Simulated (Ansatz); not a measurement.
# What strain does to HfO2 (Pca2_1)

A 12-atom cell of HfO2 (Pca2_1) from a materials database, relaxed with r2SCAN in the plane-wave code Ansatz. Space group Pca2_1 (No. 29), orthorhombic; a = 5.247 Å, b = 5.030 Å, c = 5.059 Å in the conventional setting, 11.13 Å³ an atom. Hf is surrounded by 7 O at 2.03–2.24 Å; O is surrounded by 3 Hf at 2.03–2.14 Å; O is surrounded by 4 Hf at 2.12–2.24 Å.

The axes x, y and z are those of this cell:
```
CELL_PARAMETERS angstrom
5.24651 0.00000 0.00000
0.00000 5.03037 0.00000
0.00000 0.00000 5.05930
ATOMIC_POSITIONS crystal
Hf 0.03251 0.26702 0.24109
Hf 0.46749 0.26702 0.74109
Hf 0.53251 0.73298 0.24109
Hf 0.96749 0.73298 0.74109
O 0.36703 0.07001 0.38077
O 0.13297 0.07001 0.88077
O 0.73217 0.46109 0.49114
O 0.76783 0.46109 0.99114
O 0.26783 0.53891 0.99114
O 0.23217 0.53891 0.49114
O 0.86703 0.92999 0.38077
O 0.63297 0.92999 0.88077
```

Unstrained: The PBE gap is indirect, 4.425 eV (Γ to k = (0.266, -1/2, 0.354)), below the direct gap of 4.638 eV at k = (0.100, 1/2, 0). r2SCAN gives an indirect gap of 4.943 eV, from Γ to k = (0.266, -1/2, 0.354); the least direct gap is 5.164 eV at k = (0.100, 1/2, 0). With HSE06 the valence top lies at Γ and the conduction bottom at k = (0.266, -1/2, 0.354), 6.083 eV higher; the smallest vertical gap, at k = (0.100, 1/2, 0), is 6.333 eV. Meshes: PBE 6×6×6, r2SCAN 6×6×6, HSE06 4×4×4. Strains are changes of length per length. After each strain the atoms were relaxed again with r2SCAN within the symmetry that the strain leaves, so tilts or polar shifts that break it weren't tested; points keep the names that they have in the unstrained zone. Spin-unpolarised throughout; all numbers are computed.

Changes of the least gap in eV (an overlap counts as a negative gap):
```json
{"strain": "epitaxial -3.0 % in the xy plane, free normal strain +2.02 %", "volume change (%)": "-4.0", "space group": "Pca2_1", "PBE": "-0.044", "r2SCAN": "-0.031", "HSE06": "-0.024", "energy rise, r2SCAN (meV/atom)": "32.4"}
{"strain": "epitaxial -2.0 % in the xy plane, free normal strain +1.30 %", "volume change (%)": "-2.7", "space group": "Pca2_1", "PBE": "+0.006", "r2SCAN": "+0.009", "HSE06": "+0.003", "energy rise, r2SCAN (meV/atom)": "14.1"}
{"strain": "epitaxial -1.0 % in the xy plane, free normal strain +0.63 %", "volume change (%)": "-1.4", "space group": "Pca2_1", "PBE": "+0.011", "r2SCAN": "+0.014", "HSE06": "+0.015", "energy rise, r2SCAN (meV/atom)": "3.4"}
{"strain": "epitaxial +1.0 % in the xy plane, free normal strain -0.56 %", "volume change (%)": "+1.4", "space group": "Pca2_1", "PBE": "-0.004", "r2SCAN": "-0.007", "HSE06": "-0.008", "energy rise, r2SCAN (meV/atom)": "3.2"}
{"strain": "epitaxial +2.0 % in the xy plane, free normal strain -1.05 %", "volume change (%)": "+2.9", "space group": "Pca2_1", "PBE": "+0.012", "r2SCAN": "+0.006", "HSE06": "+0.006", "energy rise, r2SCAN (meV/atom)": "12.3"}
{"strain": "epitaxial +3.0 % in the xy plane, free normal strain -1.43 %", "volume change (%)": "+4.6", "space group": "Pca2_1", "PBE": "+0.068", "r2SCAN": "+0.061", "HSE06": "+0.063", "energy rise, r2SCAN (meV/atom)": "26.1"}
```

Epitaxial -3.0 % in the xy plane, free normal strain +2.02 %. HSE06: the gap goes from 6.083 to 6.059 eV (-0.024 eV); the edges go from Γ → (0.266, -1/2, 0.354) to Γ → Y; with r2SCAN the top three valence levels at Γ, grouped 1+1+1 from the top over 184 meV, become 1+1+1 over 111 meV. Stress change with r2SCAN, compression positive: xx +16.71, yy +15.60, zz -0.03 GPa.

Epitaxial -2.0 % in the xy plane, free normal strain +1.30 %. HSE06: the gap goes from 6.083 to 6.086 eV (+0.003 eV); the edges go from Γ → (0.266, -1/2, 0.354) to Γ → (0.266, -1/2, 0.339); with r2SCAN the top three valence levels at Γ, grouped 1+1+1 from the top over 184 meV, become 1+1+1 over 118 meV. Stress change with r2SCAN, compression positive: xx +10.64, yy +10.23, zz -0.02 GPa.

Epitaxial -1.0 % in the xy plane, free normal strain +0.63 %. HSE06: the gap goes from 6.083 to 6.098 eV (+0.015 eV); the edges go from Γ → (0.266, -1/2, 0.354) to Γ → (0.266, -1/2, 0.349); with r2SCAN the top three valence levels at Γ, grouped 1+1+1 from the top over 184 meV, become 1+1+1 over 147 meV. Stress change with r2SCAN, compression positive: xx +5.04, yy +5.00, zz -0.02 GPa.

Epitaxial +1.0 % in the xy plane, free normal strain -0.56 %. HSE06: the gap goes from 6.083 to 6.075 eV (-0.008 eV); the edges go from Γ → (0.266, -1/2, 0.354) to Γ → (0.266, -1/2, 0.365). Stress change with r2SCAN, compression positive: xx -4.35, yy -4.71, zz -0.02 GPa.

Epitaxial +2.0 % in the xy plane, free normal strain -1.05 %. HSE06: the gap goes from 6.083 to 6.089 eV (+0.006 eV); the edges go from Γ → (0.266, -1/2, 0.354) to Γ → (0.266, -1/2, 3/8). Stress change with r2SCAN, compression positive: xx -7.71, yy -8.97, zz -0.02 GPa.

Epitaxial +3.0 % in the xy plane, free normal strain -1.43 %. HSE06: the gap goes from 6.083 to 6.146 eV (+0.063 eV); the edges go from Γ → (0.266, -1/2, 0.354) to Γ–Y (0.06) → (0.255, -1/2, 0.396). Stress change with r2SCAN, compression positive: xx -9.57, yy -12.60, zz -0.02 GPa.

No spin-orbit coupling is included; it can move band edges with weight on the heavy atoms by tenths of an eV.

Where an edge lies off the special points, it is a point of the mesh or the k point where a search put PBE's edge or least direct gap, reused for the other functionals, whose own edges may lie a little apart.

Coordinates of k points refer to the reciprocal vectors of the primitive cell of the runs.

The meshes of the hybrids are coarse, so their gaps aren't converged to the digits shown.

The splittings at Γ are without spin-orbit coupling, which regroups them where it is of like size or larger.
